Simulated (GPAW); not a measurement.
A run of GPAW 26.7.0 is set up as follows.

The input run.py:

```python
import numpy as np
from ase import Atoms
from ase.dft.bandgap import bandgap
from ase.io import write
from gpaw import GPAW, PW
from gpaw.response.df import DielectricFunction

atoms = Atoms(['Br', 'K'],
              cell=[[0.0, 3.3, 3.3],
                    [3.3, 0.0, 3.3],
                    [3.3, 3.3, 0.0]],
              scaled_positions=[[0.5, 0.5, 0.5],
                                [0.0, 0.0, 0.0]],
              pbc=True)

calc = GPAW(mode=PW(450),
            xc='LDA',
            kpts={'size': (6, 6, 6), 'gamma': True},
            occupations={'name': 'fermi-dirac', 'width': 0.001},
            nbands=16,
            convergence={'density': 1e-06},
            maxiter=150,
            txt='gpaw.txt')
atoms.calc = calc
energy = atoms.get_potential_energy()
calc.write('gs.gpw')
write('result.traj', atoms)
print(f'Energy: {energy:.6f} eV')
print('Fermi level:', round(calc.get_fermi_level(), 4), 'eV')
print(f'Gap: {bandgap(calc)[0]:.4f} eV, direct: {bandgap(calc, direct=True)[0]:.4f} eV')

for size in [(13, 13, 13), (18, 18, 18)]:
    name = 'x'.join(str(n) for n in size)
    dense = calc.fixed_density(kpts={'size': size, 'gamma': True},
                               nbands=34, convergence={'bands': 28, 'eigenstates': 1e-7},
                               update_fermi_level=True, txt=f'dense-{name}.txt')
    dense.write(f'{name}.gpw', mode='all')
    df = DielectricFunction(f'{name}.gpw', frequencies=np.array([0.0]), hilbert=False, eta=0.001,
                            ecut=80, nbands=28, intraband=False, txt=f'df-{name}.txt')
    for xc in ['RPA', 'LR0.1', 'ALDA']:
        for direction in ['x', 'y', 'z', [0, 1, 1], [1, 0, 1], [1, 1, 0]]:
            e0, e = df.get_macroscopic_dielectric_constant(xc=xc, direction=direction)
            print(f'{name} {xc} {direction}: {e0:.4f} without, {e:.4f} with local fields')
```

Potentials or basis: the program's PAW data sets (release 1.2.1) made for this functional, pw.

Run with:

```sh
$ OMP_NUM_THREADS=1 python run.py
```

(1) Predict the electronic dielectric tensor (diagonal).

(2) Predict the band gap on the k mesh.

Answers

(1) 2.46.

(2) 4.04 eV, direct.

Caveat: the long-wavelength limit can be off by a per cent or two.

**Measured values to compare with.**

A printed reference work, monograph reports, for a bulk crystal of KBr: high-frequency dielectric constant 2.36.

Against the measured high-frequency dielectric constant of KBr, 2.36 (a printed reference work, monograph), the calculated 2.46 is off by +4.2 %.
